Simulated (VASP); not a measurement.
# MnO (Fm-3m) in VASP: relaxation of cell and atoms with r2SCAN

Aim: the relaxation of cell and atoms of MnO with r2SCAN.

Everything below comes from runs of VASP 6.6.1. Logs are shortened: lines on timing, memory, paths and dates and some standing lists are left out, and cuts for length are marked.

## 1. The crystal as given

The structure is cubic, space group Fm-3m (No. 225). Conventional cell: a = 4.448 Å, b = 4.448 Å, c = 4.448 Å, α = 90.00°, β = 90.00°, γ = 90.00°. Around Mn (site symmetry m-3m) lie 6 O at 2.22 Å. O (site symmetry m-3m) has 6 Mn at 2.22 Å as nearest neighbours.

The cell is a database's computed one.

## 2. Relaxation of cell and atoms, r2SCAN, collinear spin, ferromagnetic start

Input file INCAR:

```
SYSTEM = MnO
PREC     = Accurate       ! precision mode
ENCUT    = 600            ! plane-wave cutoff, eV
EDIFF    = 1E-7           ! SCF threshold, eV
ISMEAR   = -1             ! smearing method
SIGMA    = 0.05           ! smearing width, eV
LREAL    = .False.        ! projectors in reciprocal space
LASPH    = .True.         ! aspherical terms in the spheres
NELM     = 150            ! most SCF steps
ALGO     = Normal         ! electronic algorithm
ISIF     = 3              ! what is computed and relaxed
LWAVE    = .False.        ! write WAVECAR
LCHARG   = .False.        ! write CHGCAR
ISPIN    = 2              ! spin polarisation
MAGMOM   = 4 0            ! initial moments
LORBIT   = 11             ! projections on sites
LMAXMIX  = 4              ! l up to which the mixer works
METAGGA  = R2SCAN         ! meta-GGA
LMIXTAU  = .True.       
IBRION   = 2              ! ionic algorithm
NSW      = 60             ! ionic steps
EDIFFG   = -0.01          ! ionic threshold
```

Input file KPOINTS:

```
Automatic mesh
0
Gamma
  8 8 8
  0 0 0
```

Input file POSCAR:

```
MnO
1.0
    0.0000000000      2.2239077028      2.2239077028
    2.2239077028      0.0000000000      2.2239077028
    2.2239077028      2.2239077028      0.0000000000
Mn O
1 1
Direct
    0.0000000000      0.0000000000      0.0000000000
    0.5000000000      0.5000000000      0.5000000000
```

Potentials or basis: VASP PAW PBE potentials, release 64 (Mn_pv, O).

Run with:

```bash
$ cat potpaw_PBE.64/Mn_pv/POTCAR potpaw_PBE.64/O/POTCAR > POTCAR
$ mpirun -np 1 vasp_std > vasp.out
```

OUTCAR:

```text
SYSTEM = MnO
   PREC = Accurate
   ENCUT = 600
   EDIFF = 1E-7
   ISMEAR = -1
   LREAL = .False.
   LASPH = .True.
   NELM = 150
   ISIF = 3
   ISPIN = 2
   LORBIT = 11
   METAGGA = R2SCAN
   IBRION = 2
   NSW = 60
   EDIFFG = -0.01

 ion  position               nearest neighbor table
   1  0.000  0.000  0.000-   2 2.22   2 2.22   2 2.22   2 2.22   2 2.22   2 2.22
   2  0.500  0.500  0.500-   1 2.22   1 2.22   1 2.22   1 2.22   1 2.22   1 2.22

  LATTYP: Found a face centered cubic cell.
 ALAT       =     4.4478154056

  Lattice vectors:

 A1 = (   0.0000000000,   2.2239077028,   2.2239077028)
 A2 = (   2.2239077028,   0.0000000000,   2.2239077028)
 A3 = (   2.2239077028,   2.2239077028,   0.0000000000)

Analysis of symmetry for initial positions (statically):
=====================================================================
 Subroutine PRICEL returns:
 Original cell was already a primitive cell.

 Routine SETGRP: Setting up the symmetry group for a
 face centered cubic supercell.

 Subroutine GETGRP returns: Found 48 space group operations
 (whereof 48 operations were pure point group operations)
 out of a pool of 48 trial point group operations.

The static configuration has the point symmetry O_h .

Analysis of symmetry for dynamics (positions and initial velocities):
=====================================================================
 Subroutine PRICEL returns:
 Original cell was already a primitive cell.

 Routine SETGRP: Setting up the symmetry group for a
 face centered cubic supercell.

 Subroutine GETGRP returns: Found 48 space group operations
 (whereof 48 operations were pure point group operations)
 out of a pool of 48 trial point group operations.

The dynamic configuration has the point symmetry O_h .

Analysis of structural, dynamic, and magnetic symmetry:
=====================================================================
 Subroutine PRICEL returns:
 Original cell was already a primitive cell.

 Routine SETGRP: Setting up the symmetry group for a
 face centered cubic supercell.

 Subroutine GETGRP returns: Found 48 space group operations
 (whereof 48 operations were pure point group operations)
 out of a pool of 48 trial point group operations.

The overall configuration has the point symmetry O_h .

 Subroutine INISYM returns: Found 48 space group operations
 (whereof 48 operations are pure point group operations),
 and found     1 'primitive' translations

----------------------------------------------------------------------------------------

                                     Primitive cell

  volume of cell :      21.9979

  direct lattice vectors                    reciprocal lattice vectors
     0.000000000  2.223907703  2.223907703    -0.224829474  0.224829474  0.224829474
[... 147 lines left out ...]
      1     -45.2673      1.00000
      2     -45.2673      1.00000
      3     -45.2672      1.00000
      4     -13.9280      1.00000
      5       3.4836      1.00000
      6       3.4836      1.00000
      7       3.4836      1.00000
      8       3.7507      1.00000
      9       3.7507      1.00000
     10       3.7507      1.00000
     11       4.2410      1.00000
     12       4.2410      1.00000
     13       7.2039      0.98574
     14      22.0158      0.00000
[... 403 lines left out ...]
      4     -12.9720      1.00000
      5      -0.3859      1.00000
      6       0.8887      1.00000
      7       1.1410      1.00000
      8       4.4205      1.00000
      9       4.5716      1.00000
     10       4.9928      1.00000
     11       6.0407      1.00000
     12       6.7763      1.00000
     13      13.5244      0.00000
     14      15.3174      0.00000
     15      17.5419      0.00000

 [... further k-points ...]

 spin component 2

 k-point     1 :       0.0000    0.0000    0.0000
  band No.  band energies     occupation
      1     -38.8907      1.00000
      2     -38.8907      1.00000
      3     -38.8904      1.00000
      4     -13.4033      1.00000
      5       4.0496      1.00000
      6       4.0496      1.00000
      7       4.0496      1.00000
      8       8.9750      0.00000
      9       9.2073      0.00000
     10       9.2074      0.00000
     11       9.2074      0.00000
     12       9.8972      0.00000
     13       9.8972      0.00000
     14      22.9223      0.00000
[... 403 lines left out ...]
      4     -12.4111      1.00000
      5       0.6009      1.00000
      6       2.1045      1.00000
      7       2.5853      1.00000
      8       9.9620      0.00000
      9      10.1041      0.00000
     10      10.7758      0.00000
     11      11.2669      0.00000
     12      11.9146      0.00000
     13      15.2981      0.00000
     14      17.6953      0.00000
     15      19.5205      0.00000

 [... further k-points ...]

------------------------ aborting loop because EDIFF is reached ----------------------------------------

  FORCE on cell =-STRESS in cart. coord.  units (eV):
  Direction    XX          YY          ZZ          XY          YZ          ZX
  --------------------------------------------------------------------------------------
  -------------------------------------------------------------------------------------
  Total        0.0143133      0.0143133      0.0143133     -0.0000000      0.0000000      0.0000000
  in kB        1.0424833      1.0424833      1.0424833     -0.0000000      0.0000000      0.0000000
  external PRESSURE =       1.0424833 kB  Pullay stress =       0.0000000 kB

 VOLUME and BASIS-vectors are now :
 -----------------------------------------------------------------------------
  energy-cutoff  :      600.00
  volume of cell :       22.00
      direct lattice vectors                 reciprocal lattice vectors
     0.000000000  2.223907703  2.223907703    -0.224829474  0.224829474  0.224829474
     2.223907703  0.000000000  2.223907703     0.224829474 -0.224829474  0.224829474
     2.223907703  2.223907703  0.000000000     0.224829474  0.224829474 -0.224829474

 POSITION                                       TOTAL-FORCE (eV/Angst)
 -----------------------------------------------------------------------------------
      0.00000      0.00000      0.00000        -0.000000     -0.000000     -0.000000
      2.22391      2.22391      2.22391         0.000000      0.000000      0.000000
 -----------------------------------------------------------------------------------
    total drift:                                0.000000      0.000000      0.000000

  FREE ENERGIE OF THE ION-ELECTRON SYSTEM (eV)
  ---------------------------------------------------
  free  energy   TOTEN  =       -24.4899429564 eV

  energy  without entropy=      -24.4890440402  energy(sigma->0) =      -24.48949350

 reached required accuracy - stopping structural energy minimisation

 total charge

# of ion       s       p       d       tot
------------------------------------------
    1        0.208   6.171   4.961  11.340
    2        1.556   3.471   0.000   5.027
--------------------------------------------------
tot          1.763   9.642   4.961  16.367

 magnetization (x)

# of ion       s       p       d       tot
------------------------------------------
    1        0.029   0.022   4.491   4.542
    2        0.032   0.200   0.000   0.232
--------------------------------------------------
tot          0.061   0.222   4.491   4.774
```

Run time: 1.9 min. Hardware: 1 thread of AMD EPYC 9R14 (Zen 4), shared host; peak memory 0.16 GiB.

Results:

- Free energy: -24.4899 eV
- Pressure after relaxing: 0.1 GPa
- Band gap on the k mesh: none (metal or under the smearing width)
- Net moment: 5.00 μB per cell
- Site moments: Mn +4.54; O +0.23 μB
- Valence electrons inside the program's atomic spheres: Mn 11.34; O 5.03

Final structure:
```
Mn O
1.0
     0.00000    2.22391    2.22391
     2.22391    0.00000    2.22391
     2.22391    2.22391    0.00000
Mn O
1 1
Direct
  0.00000 0.00000 0.00000
  0.50000 0.50000 0.50000
```

Levels at points of the mesh, in eV from the Fermi level:
Spin up:
```
           k point  band 8  band 9  band 10  band 11  band 12  band 13  band 14  band 15
(0.00, 0.00, 0.00)   -3.67   -3.67    -3.67    -3.17    -3.17    -0.21    14.60    16.91
(0.50, 0.00, 0.00)   -2.82   -2.82    -2.31    -0.12    -0.12     3.94     8.27    12.50
(0.50, 0.50, 0.00)   -4.59   -2.77    -2.56    -2.56    -2.42     5.43     8.45    10.80
```
Spin down:
| k point | band 3 | band 4 | band 5 | band 6 | band 7 | band 8 | band 9 | band 10 | band 11 | band 12 |
| --- | --- | --- | --- | --- | --- | --- | --- | --- | --- | --- |
| (0.00, 0.00, 0.00) | -46.31 | -20.82 | -3.37 | -3.37 | -3.37 | 1.56 | 1.79 | 1.79 | 1.79 | 2.48 |
| (0.50, 0.00, 0.00) | -46.32 | -19.86 | -7.44 | -4.81 | -4.81 | 3.04 | 3.15 | 3.15 | 4.83 | 4.83 |
| (0.50, 0.50, 0.00) | -46.34 | -19.89 | -6.53 | -4.40 | -4.40 | 0.05 | 3.12 | 3.31 | 3.62 | 3.62 |

Caveat: the relaxation stopped at its first step, so nothing moved; the PAW data sets were made with another functional, which shifts forces and pressure a little; a cell with one magnetic atom can't hold antiferromagnetic order, which such compounds often take; semilocal functionals often make such compounds metallic where correlation or magnetic order opens a gap, which also shifts bond lengths.
